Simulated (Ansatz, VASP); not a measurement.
Ge in VASP and in Ansatz

Contents of INCAR:

```
SYSTEM = Ge
PREC = Accurate
ENCUT = 520
EDIFF = 1E-7
ISMEAR = 0
SIGMA = 0.1
LREAL = .False.
LASPH = .True.
NELM = 60
ALGO = Normal
ISIF = 2
LWAVE = .False.
LCHARG = .False.
GGA = PS
NBANDS = 13
```

The input KPOINTS:

```
regular mesh
0
Gamma
  8 8 8
  0 0 0
```

Contents of POSCAR:

```
Ge
1.0
   -1.5748580405      1.5748580405      2.3959167662
    1.5748580405     -1.5748580405      2.3959167662
    1.5748580405      1.5748580405     -2.3959167662
Ge
1
Direct
    0.0000000000      0.0000000000      0.0000000000
```

Input for Ansatz:

```yaml
crystal:
  lattice:
    - [-1.5748580405, 1.5748580405, 2.3959167662]
    - [1.5748580405, -1.5748580405, 2.3959167662]
    - [1.5748580405, 1.5748580405, -2.3959167662]
  atoms:
    - { symbol: Ge, position: [0.0, 0.0, 0.0] }
basis:
  ecutwfc: 420
kpoints:
  mp_grid: { grid: [8, 8, 8] }
hamiltonian:
  xc: pbesol
scf:
  occupations: { method: gaussian, width: 0.1 }
  lower_state_search: "off"
output:
  forces: true
  stress: true
  eigenvalues: true
```

Alike in both runs: task single point; functional PBEsol; k mesh 8 × 8 × 8; occupations gaussian, width 0.1 eV; no spin polarisation.

|  | VASP | Ansatz |
| --- | --- | --- |
| version | VASP 6.6.1 | Ansatz 0.2.0 |
| potentials or method | VASP PAW PBE potentials, release 64 (Ge_d) | scalar-relativistic, plane waves, PAW |
| plane-wave cutoff (eV) | 520 | 420 |
| valence electrons in the cell | 14 | 14 |

|  | VASP | Ansatz | Ansatz less VASP |
| --- | --- | --- | --- |
| gap on the k mesh at the Fermi level (eV) | none | none | - |
| pressure (GPa) | -10.4 | -10.4 | +0.04 |
| largest component of the traceless stress (GPa) | 0.65 | 0.65 | -0.001 |

A gap of «none» marks a metal or a gap that the smearing closes.

Caveats: the PAW data sets were made with another functional, which shifts forces and pressure a little (VASP).
